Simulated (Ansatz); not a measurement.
# CHF3: the cost of one run

Program: Ansatz 0.2.0, Gaussian basis. Level of theory: cc-pVQZ, core rule «outside noble gas», up to 4 orbitals frozen. These are calculated values, not measurements.

To be run: UHF; CCSD(T) on RHF; BCCD(T) on RHF.

14 further runs of the same task are left out: 1 that didn't finish, 13 set aside as unsound or not needed.

### 1 What is computed

The geometry is an MP2(full)/6-31G* stationary point (not a proven minimum).

5 atoms, charge 0, spin multiplicity 1.

Atoms are counted from 1 here; the program's logs count them from 0.

Bond lengths: C1–H2 1.088 Å, C1–F3 1.343 Å, C1–F4 1.343 Å, C1–F5 1.343 Å. Angles: H2–C1–F3 110.5°, H2–C1–F4 110.5°, H2–C1–F5 110.5°, F3–C1–F4 108.5°, F3–C1–F5 108.5°, F4–C1–F5 108.5°.

### 2 UHF

The input, in.yaml:

```yaml
crystal:
  periodic: [false, false, false]
  atoms:
    - {symbol: C, position_ang: [0.000000, 0.000000, 0.366733]}
    - {symbol: H, position_ang: [0.000000, 0.000000, 1.455195]}
    - {symbol: F, position_ang: [0.000000, 1.258200, -0.103017]}
    - {symbol: F, position_ang: [1.089633, -0.629100, -0.103017]}
    - {symbol: F, position_ang: [-1.089633, -0.629100, -0.103017]}
basis:
  gaussian: {orbitals: cc-pVQZ}
magnetization: {spin_polarized: true, initial_magnetization: 0}
hamiltonian: {xc: hf}
output: {orbitals: {seedname: orbitals}}
```

On the command line:

```sh
> ansatz run in.yaml --threads 1 --pin off --events-out ev --progress --plain --max-ram 4096MiB --backend cpu
```

What time and memory should one allow on 1 thread of AMD EPYC 7R13, shared host?

About 5.5 s, with a peak of 0.58 GiB.
